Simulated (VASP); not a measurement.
# Bi (R-3m) in VASP: a series of runs, part 2 of 2

VASP 6.6.1.

## Step 4: Relaxation of cell and atoms, r2SCAN

This run uses another cell than the first one, of 36.67 Å³/atom, 1.092 times its volume.

INCAR

```
SYSTEM = Bi
ALGO = Normal ; EDIFF = 1E-7
EDIFFG = -0.005 ; ENCUT = 600
IBRION = 2 ; ISIF = 3
ISMEAR = 1 ; LASPH = .TRUE.
LCHARG = .FALSE. ; LMIXTAU = .TRUE.
LREAL = .FALSE. ; LWAVE = .FALSE.
METAGGA = R2SCAN ; NELM = 80
NSW = 90 ; PREC = Accurate
SIGMA = 0.1
```

KPOINTS

```
k-points
0
G
  10 10 10
  0 0 0
```

POSCAR

```
Bi                                      
1.0
    2.2684393875      1.3096840910      4.1137504275
   -2.2684393875      1.3096840910      4.1137504275
    0.0000000000     -2.6193681820      4.1137504275
  Bi            
     2
Direct
     0.2317377829117251    0.2317377829117251    0.2317377829117251
     0.7682622170882751    0.7682622170882751    0.7682622170882751
```

Potentials or basis: VASP PAW PBE potentials, release 64 (Bi_d).

Run with:

```
> cat potpaw_PBE.64/Bi_d/POTCAR > POTCAR
> mpirun -np 1 vasp_std > vasp.out
```

OUTCAR:

```text
SYSTEM = Bi
   EDIFF = 1E-7
   EDIFFG = -0.005
   ENCUT = 600
   IBRION = 2
   ISIF = 3
   ISMEAR = 1
   LASPH = .TRUE.
   LREAL = .FALSE.
   METAGGA = R2SCAN
   NELM = 80
   NSW = 90
   PREC = Accurate

 ion  position               nearest neighbor table
   1  0.232  0.232  0.232-   2 3.07   2 3.07   2 3.07   2 3.63   2 3.63   2 3.63
   2  0.768  0.768  0.768-   1 3.07   1 3.07   1 3.07   1 3.63   1 3.63   1 3.63

  LATTYP: Found a trigonal (rhomboedric) cell.
 ALAT       =     4.8768875579
 COS(alpha) =     0.5672880696

  Lattice vectors:

 A1 = (   2.2684393875,   1.3096840910,   4.1137504275)
 A2 = (  -2.2684393875,   1.3096840910,   4.1137504275)
 A3 = (   0.0000000000,  -2.6193681820,   4.1137504275)

Analysis of symmetry for initial positions (statically):
=====================================================================
 Subroutine PRICEL returns:
 Original cell was already a primitive cell.

 Routine SETGRP: Setting up the symmetry group for a
 trigonal (rhombohedral) supercell.

 Subroutine GETGRP returns: Found 12 space group operations
 (whereof 12 operations were pure point group operations)
 out of a pool of 12 trial point group operations.

The static configuration has the point symmetry D_3d.

Analysis of symmetry for dynamics (positions and initial velocities):
=====================================================================
 Subroutine PRICEL returns:
 Original cell was already a primitive cell.

 Routine SETGRP: Setting up the symmetry group for a
 trigonal (rhombohedral) supercell.

 Subroutine GETGRP returns: Found 12 space group operations
 (whereof 12 operations were pure point group operations)
 out of a pool of 12 trial point group operations.

The dynamic configuration has the point symmetry D_3d.

 Subroutine INISYM returns: Found 12 space group operations
 (whereof 12 operations are pure point group operations),
 and found     1 'primitive' translations

----------------------------------------------------------------------------------------

                                     Primitive cell

  volume of cell :      73.3302

  direct lattice vectors                    reciprocal lattice vectors
     2.268439387  1.309684091  4.113750428     0.220415852  0.127257151  0.081029061
    -2.268439387  1.309684091  4.113750428    -0.220415852  0.127257151  0.081029061
     0.000000000 -2.619368182  4.113750428     0.000000000 -0.254514303  0.081029061

  length of vectors
     4.876887558  4.876887558  4.876887558     0.267101552  0.267101552  0.267101552

  position of ions in fractional coordinates (direct lattice)
     0.231737783  0.231737783  0.231737783
     0.768262217  0.768262217  0.768262217

  ion indices of the primitive-cell ions
   primitive index   ion index
[... 101 lines left out ...]
   AEXX    =    0.0000 exact exchange contribution
   IVDW    =     0    specifies the selected vdW correction
   LEPSILON=     F    determine dielectric tensor
   LRPA    =     F    only Hartree local field effects (RPA)
 conjugate gradient relaxation of ions
 non-spin polarized calculation
 Methfessel and Paxton  Order N= 1 SIGMA  =   0.10
  energy-cutoff  :      600.00
  volume of cell :       73.33
 maximum number of plane-waves:      2464
   NGX = 19   NGY = 19   NGZ = 19

--------------------------------------- Ionic step        1  -------------------------------------------

 number of electron      29.9999998 magnetization

 Free energy of the ion-electron system (eV)
  ---------------------------------------------------
  ext. energy  EPLUGINS =         0.00000000
  ---------------------------------------------------
  free energy    TOTEN  =      -117.00560704 eV

  energy without entropy =     -117.00550784  energy(sigma->0) =     -117.00557397

------------------------ aborting loop because EDIFF is reached ----------------------------------------

  FORCE on cell =-STRESS in cart. coord.  units (eV):
  Direction    XX          YY          ZZ          XY          YZ          ZX
  --------------------------------------------------------------------------------------
  -------------------------------------------------------------------------------------
  Total       -0.0066892     -0.0066892      0.0134054      0.0000000     -0.0000000      0.0000000
  in kB       -0.1461518     -0.1461518      0.2928909      0.0000000     -0.0000000      0.0000000
  external PRESSURE =       0.0001958 kB  Pullay stress =       0.0000000 kB

 VOLUME and BASIS-vectors are now :
 -----------------------------------------------------------------------------
  energy-cutoff  :      600.00
  volume of cell :       73.33
      direct lattice vectors                 reciprocal lattice vectors
     2.268439387  1.309684091  4.113750428     0.220415852  0.127257151  0.081029061
    -2.268439387  1.309684091  4.113750428    -0.220415852  0.127257151  0.081029061
     0.000000000 -2.619368182  4.113750428     0.000000000 -0.254514303  0.081029061

 POSITION                                       TOTAL-FORCE (eV/Angst)
 -----------------------------------------------------------------------------------
      0.00000      0.00000      2.85993         0.000000      0.000000      0.005093
      0.00000      0.00000      9.48132         0.000000      0.000000     -0.005093
 -----------------------------------------------------------------------------------
    total drift:                               -0.000000     -0.000000      0.000000

  FREE ENERGIE OF THE ION-ELECTRON SYSTEM (eV)
  ---------------------------------------------------
  free  energy   TOTEN  =      -117.0056070420 eV

  energy  without entropy=     -117.0055078384  energy(sigma->0) =     -117.00557397

--------------------------------------- Ionic step        2  -------------------------------------------

 number of electron      29.9999998 magnetization

 Free energy of the ion-electron system (eV)
  ---------------------------------------------------
  ext. energy  EPLUGINS =         0.00000000
  ---------------------------------------------------
  free energy    TOTEN  =      -117.00561395 eV

  energy without entropy =     -117.00551631  energy(sigma->0) =     -117.00558140

 E-fermi :   5.8571     XC(G=0):  -9.9730

 val. band max:        5.7917301050   @ k =  -0.4000   0.5000   0.4000
 cond. band min:       5.8818163234   @ k =   0.4000   0.1000   0.1000
 fundamental gap:      0.0900862184
 Fermi energy:         5.8570500247

 k-point     1 :       0.0000    0.0000    0.0000
  band No.  band energies     occupation
      1     -17.7870      2.00000
      2     -17.7870      2.00000
      3     -17.6326      2.00000
      4     -17.6326      2.00000
      5     -17.6108      2.00000
      6     -17.4405      2.00000
[... 505 lines left out ...]
      6     -17.5051      2.00000
[... 11 lines left out ...]
     18       9.9552      0.00000
     19      10.8728      0.00000

 [... further k-points ...]

------------------------ aborting loop because EDIFF is reached ----------------------------------------

  FORCE on cell =-STRESS in cart. coord.  units (eV):
  Direction    XX          YY          ZZ          XY          YZ          ZX
  --------------------------------------------------------------------------------------
  -------------------------------------------------------------------------------------
  Total       -0.0051412     -0.0051412      0.0069156      0.0000000     -0.0000000      0.0000000
  in kB       -0.1123283     -0.1123283      0.1510979      0.0000000     -0.0000000      0.0000000
  external PRESSURE =      -0.0245195 kB  Pullay stress =       0.0000000 kB

 VOLUME and BASIS-vectors are now :
 -----------------------------------------------------------------------------
  energy-cutoff  :      600.00
  volume of cell :       73.33
      direct lattice vectors                 reciprocal lattice vectors
     2.268073367  1.309472769  4.115080629     0.220451422  0.127277688  0.081002868
    -2.268073367  1.309472769  4.115080629    -0.220451422  0.127277688  0.081002868
     0.000000000 -2.618945538  4.115080629     0.000000000 -0.254555376  0.081002868

 POSITION                                       TOTAL-FORCE (eV/Angst)
 -----------------------------------------------------------------------------------
      0.00000      0.00000      2.86110         0.000000      0.000000      0.001645
      0.00000      0.00000      9.48414         0.000000     -0.000000     -0.001645
 -----------------------------------------------------------------------------------
    total drift:                                0.000000      0.000000     -0.000000

  FREE ENERGIE OF THE ION-ELECTRON SYSTEM (eV)
  ---------------------------------------------------
  free  energy   TOTEN  =      -117.0056139475 eV

  energy  without entropy=     -117.0055163128  energy(sigma->0) =     -117.00558140

 reached required accuracy - stopping structural energy minimisation
```

Run time: 16 min. Hardware: 1 thread of Intel Xeon Platinum 8488C (Sapphire Rapids), shared host; peak memory 0.37 GiB.

Results:

| Property | Result |
| --- | --- |
| Free energy | -117.0056 eV |
| Energy gained by relaxing | 0.0 meV/atom |
| Ionic steps | 2 |
| Pressure after relaxing | 0.0 GPa |
| Band gap on the k mesh | none (metal or under the smearing width) |

Final structure:
```
CELL_PARAMETERS angstrom
2.26807 1.30947 4.11508
-2.26807 1.30947 4.11508
0.00000 -2.61895 4.11508
ATOMIC_POSITIONS crystal
Bi 0.23176 0.23176 0.23176
Bi 0.76824 0.76824 0.76824
```

Caveat: the PAW data sets were made with another functional, which shifts forces and pressure a little; spin-orbit coupling is left out, which moves the levels of the heavy elements.
